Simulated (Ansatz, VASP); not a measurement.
ZnS in VASP and in Ansatz

INCAR

```
  PREC = Accurate
  ENCUT = 520
  EDIFF = 1E-7
  ISMEAR = 0
  SIGMA = 0.01
  LREAL = F
  LASPH = T
  NELM = 80
  ALGO = Normal
  ISIF = 2
  LWAVE = F
  LCHARG = F
  GGA = PS
  NBANDS = 26
```

Contents of KPOINTS:

```
regular mesh
0
Gamma
  9 9 6
```

Contents of POSCAR:

```
ZnS
1.0
    3.7822376623      0.0000000000      0.0000000000
   -1.8911188312      3.2755138987      0.0000000000
    0.0000000000      0.0000000000      6.2081819577
Zn S
2 2
Direct
    0.3333333333      0.6666666667     -0.0373249404
    0.6666666667      0.3333333333      0.4626750596
    0.3333333333      0.6666666667      0.4123249404
    0.6666666667      0.3333333333      0.9123249404
```

Input for Ansatz:

```yaml
crystal:
  lattice:
    - [3.7822376623, 0.0, 0.0]
    - [-1.8911188312, 3.2755138987, 0.0]
    - [0.0, 0.0, 6.2081819577]
  atoms:
    - { symbol: Zn, position: [0.3333333333, 0.6666666667, -0.0373249404] }
    - { symbol: Zn, position: [0.6666666667, 0.3333333333, 0.4626750596] }
    - { symbol: S, position: [0.3333333333, 0.6666666667, 0.4123249404] }
    - { symbol: S, position: [0.6666666667, 0.3333333333, 0.9123249404] }
basis:
  ecutwfc: 420
  xc_grid: 2
kpoints:
  mp_grid: { grid: [9, 9, 6] }
hamiltonian:
  xc: pbesol
  pseudopotentials: { kind: paw, azcp: { folder: soft_1 } }
scf:
  occupations: { method: fixed }
output:
  forces: true
  stress: true
  eigenvalues: true
  polarization: {}
```

Change from the starting cell: polar distortion scaled by 0.40.

Alike in both runs: task single point; functional PBEsol; k mesh 9 × 9 × 6; no spin polarisation.

|  | VASP | Ansatz |
| --- | --- | --- |
| version | VASP 6.6.1 | Ansatz 0.2.0 |
| potentials or method | VASP PAW PBE potentials, release 64 (Zn, S) | scalar-relativistic, plane waves, PAW |
| plane-wave cutoff (eV) | 520 | 420 |
| occupations | gaussian, width 0.01 eV | fixed |
| valence electrons in the cell | 36 | 36 |

VASP gave:

| Item | Value |
| --- | --- |
| gap on the k mesh at the Fermi level (eV) | 2.49 |
| least direct gap on the mesh (eV) | 2.49 |
| pressure (GPa) | 4.4 |
| largest component of the traceless stress (GPa) | 6.10 |
| rms of the force components (eV/Å) | 0.432 |

Task: Which values does Ansatz return?

Result: gap on the k mesh at the Fermi level (eV): 2.47; least direct gap on the mesh (eV): 2.47; pressure (GPa): 4.2; largest component of the traceless stress (GPa): 5.96; rms of the force components (eV/Å): 0.427.

Atom by atom the forces differ by 0.005 eV/Å (rms over components). Ansatz warned: «pseudo_functional_mismatch».

Caveats: the PAW data sets were made with another functional, which shifts forces and pressure a little (VASP); an odd mesh through Γ misses points on the zone boundary, where band edges often lie.
